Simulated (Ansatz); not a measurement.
## NiO: enthalpy under pressure, worked through

Computed with DFT r2SCAN, scalar-relativistic, plane waves, PAW (Ansatz 0.2.0). Settings: 500 eV cutoff, 12×12×12 k-mesh, Gaussian smearing of 0.02 eV, collinear spin.

Starting point, cell and atoms relaxed:

```yaml
crystal:
  lattice:
    - [0.00000, 2.09430, 2.09430]
    - [2.09430, 0.00000, 2.09430]
    - [2.09430, 2.09430, 0.00000]
  atoms:
    - { symbol: Ni, position: [0.00000, 0.00000, 0.00000] }
    - { symbol: O, position: [0.50000, 0.50000, 0.50000] }
```

Cell and atoms were relaxed at each target pressure within the start's symmetry (Fm-3m), at zero temperature; other phases can be more stable under pressure. H = E + PV with P the target; E is the free energy at the smearing used, whose derivative the pressure is, per atom and counted from zero pressure. The mesh named is that at zero pressure; some other pressures ran on another.

With moments and this functional the run may sit in a state above the lowest one.

| P (GPa) | V (Å³/atom) | E − E0 (meV) | H − H0 (meV) |
| --- | --- | --- | --- |
| 0 | 9.186 | 0.0 | 0.0 |
| 2 | 9.102 | 0.5 | 114.1 |
| 5 | 8.982 | 3.2 | 283.5 |
| 10 | 8.803 | 11.6 | 561.0 |
| 20 | 8.495 | 40.2 | 1100.6 |
| 40 | 8.009 | 129.7 | 2129.3 |

Q: Thermodynamics gives dH/dP = V along a relaxed path. Integrate V over P by the trapezoid rule and compare with the computed enthalpies.

A: With 1 eV/Å³ = 160.22 GPa, each step adds the mean volume times ΔP / 160.22:
| P (GPa) | ∫V dP (meV) | H − H0 (meV) | difference (meV) |
| --- | --- | --- | --- |
| 2 | 114.1 | 114.1 | 0.0 |
| 5 | 283.4 | 283.5 | 0.0 |
| 10 | 561.0 | 561.0 | -0.1 |
| 20 | 1100.8 | 1100.6 | 0.2 |
| 40 | 2130.9 | 2129.3 | 1.7 |

V(P) curves upward, so the trapezoid rule runs high; integrating a smooth curve through the same points puts that excess at about 1.7 meV at 40 GPa, against the 1.7 meV found.

Q: At 40 GPa, how much of the enthalpy change is stored energy and how much is the PV term?

A: E rises by 130 meV/atom and PV is 40 × 8.009 / 160.22 = 2000 meV/atom, so PV makes 94 % of ΔH. So between rival structures at high pressure a small difference in volume can outweigh the difference in energy: 1 % of this volume is worth 20.0 meV/atom at this pressure.

Q: What bulk modulus do the lowest pressures give?

A: From the pressures that the runs reached, -1.99 GPa (9.273 Å³) and 2.02 GPa (9.102 Å³), B = −ΔP/Δln V = 4.01 / 0.0187 = 215 GPa, a mean over that range.

Q: The gap is 0.856 eV at -1.99 GPa and 0.792 eV at 2.02 GPa. What pressure coefficient and volume deformation potential follow?

A: dE_g/dP = -15.8 meV/GPa, and a_V = dE_g/d ln V = −B dE_g/dP = 3.39 eV. A gap that closes or barely moves under pressure is usual where the conduction edge lies away from the zone centre, has d character, or where the bands broaden faster than they shift. If the edges move to other points of the zone within the range, this is a mean of two slopes. Gaps are generalised Kohn–Sham gaps over the whole zone.